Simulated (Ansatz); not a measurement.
The system is Al.

```
Al
1.0
    -1.57590    1.65692    1.65798
     1.47948   -1.59764    1.50228
     1.61445    1.63620   -1.59870
Al
1
Direct
  0.00000 0.00000 0.00000
```

This isn't the form of Al at room conditions, which is fcc.

The cell isn't the ideal one: cell sheared at random, sigma 0.03, atoms nudged by 0.01 Å.

* Program: Ansatz 0.2.0
* Task: relaxation of cell and atoms
* Functional: PBEsol0
* Potentials or basis: Ansatz PAW
* Cutoff: 420 eV (not typed: the program's choice for these potentials)
* k mesh: 6 × 6 × 6
* Occupations: fermi-dirac, width 0.05 eV
* Spin: no spin polarisation

At the start: volume 16.08 Å³/atom.

Where does the relaxation end?

It ends after 10 steps and the volume is 16.54 Å³/atom (+2.9 %); space group Immm (No. 71, to 0.05 Å).

Step by step:
| step | energy change (eV) | largest force (eV/Å) | volume (Å³) |
| --- | --- | --- | --- |
| 1 | 0.0000 | 0.0000 | 16.08 |
| 2 | -0.0407 | 0.0000 | 16.33 |
| 3 | -0.0722 | 0.0000 | 16.39 |
| 4 | -0.0737 | 0.0000 | 16.44 |
| 5 | -0.0750 | 0.0000 | 16.48 |
| 6 | -0.0750 | 0.0000 | 16.50 |
| 7 | -0.0750 | 0.0000 | 16.53 |
| 8 | -0.0760 | 0.0000 | 16.53 |
| 9 | -0.0760 | 0.0000 | 16.54 |
| 10 | -0.0760 | 0.0000 | 16.54 |

Final structure:
```yaml
crystal:
  lattice:
    - [-1.56204, 1.78030, 1.47087]
    - [1.57582, -1.77167, 1.49171]
    - [1.56302, 1.77721, -1.47284]
  atoms:
    - { symbol: Al, position: [0.00000, 0.00000, 0.00000] }
```

Caveat: the k mesh is coarse (spacing up to 0.49 Å⁻¹), so the values aren't converged, least of all with exact exchange; the plane-wave basis is chosen anew once the cell has moved, so the energies of steps on either side of that aren't comparable; the PAW data sets come from PBE, with cores solved anew for the run's functional, which leaves a small shift of forces and pressure.
